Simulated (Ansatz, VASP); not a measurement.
## Mg: VASP beside Ansatz

Contents of INCAR:

```
  ALGO = Fast
  EDIFF = 1E-6
  ENCUT = 520
  GGA = PE
  ISIF = 2
  ISMEAR = 0
  LASPH = True
  LCHARG = False
  LREAL = False
  LWAVE = False
  NBANDS = 7
  NELM = 100
  PREC = Accurate
  SIGMA = 0.15
```

File KPOINTS:

```
k-points
0
Gamma
  20 20 20
```

File POSCAR:

```
Mg
1.0
   -1.7662358519      1.7662358519      1.7430981622
    1.7662358519     -1.7662358519      1.7430981622
    1.7662358519      1.7662358519     -1.7430981622
Mg
1
Direct
    0.0000000000      0.0000000000      0.0000000000
```

Input for Ansatz:

```yaml
crystal:
  lattice:
    - [-1.7662358519, 1.7662358519, 1.7430981622]
    - [1.7662358519, -1.7662358519, 1.7430981622]
    - [1.7662358519, 1.7662358519, -1.7430981622]
  atoms:
    - { symbol: Mg, position: [0.0, 0.0, 0.0] }
basis:
  ecutwfc: 520.0
kpoints:
  mp_grid: { grid: [20, 20, 20] }
hamiltonian:
  xc: pbe
  pseudopotentials: { kind: paw }
scf:
  occupations: { method: gaussian, width: 0.15 }
output:
  forces: true
  stress: true
  eigenvalues: true
```

Alike in both runs: task single point; functional PBE; k mesh 20 × 20 × 20; occupations gaussian, width 0.15 eV; no spin polarisation.

|  | VASP | Ansatz |
| --- | --- | --- |
| version | VASP 6.6.1 | Ansatz 0.2.0 |
| potentials or method | VASP PAW PBE potentials, release 64 (Mg) | scalar-relativistic, plane waves, PAW |
| plane-wave cutoff (eV) | 520 | 520 |
| valence electrons in the cell | 2 | 10 |

|  | VASP | Ansatz | Ansatz less VASP |
| --- | --- | --- | --- |
| gap on the k mesh at the Fermi level (eV) | none | none | - |
| pressure (GPa) | 1.9 | 2.0 | +0.12 |
| largest component of the traceless stress (GPa) | 0.06 | 0.06 | -0.001 |

A gap of «none» marks a metal or a gap that the smearing closes. The two sets of potentials don't hold the same shells in valence.
